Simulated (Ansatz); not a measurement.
## BaTiO3, element substitutions

Consider BaTiO₃ in the cubic perovskite structure (space group Pm-3m, No. 221; a = 3.970 Å).

Each row replaces one element on all its sites; cell and atoms are relaxed.

Levels (all Ansatz, a first-principles code, PAW): PBEsol (420 eV, spin-orbit coupling left out); r2SCAN (500 eV, spin-orbit coupling left out).

Pressures by level, all at the geometries relaxed with PBEsol:

```
case      PBEsol   r2SCAN
-------  -------  -------
base     0.0 GPa  3.4 GPa
O → F    0.0 GPa      ___
Ti → Re  0.0 GPa      ___
```

What belongs in the blanks?


- O → F, r2SCAN: 1.7 GPa
- Ti → Re, r2SCAN: 4.4 GPa

Other magnetic orders, which the real material may have, were not ruled out. Single points use the geometry relaxed with PBEsol. Their cutoffs differ, which shifts pressures a little. Whether these cells are dynamically stable was not tested. As relaxed here, BaTiF3 is a hypothetical phase, not in the database extracts checked. For BaReO3 in this form, whether it has been made was not checked. No Hubbard U is applied, and correlation can decide whether such a compound is a metal. Spin-polarised in the final run: PBEsol BaTiF3 and r2SCAN BaTiF3; the other runs are not. An odd electron count without spin: BaReO3. Many cubic perovskites are stable only at high temperature; tilts and polar distortions were not tested. This is not the structure that BaTiO3 has at room temperature and ambient pressure.
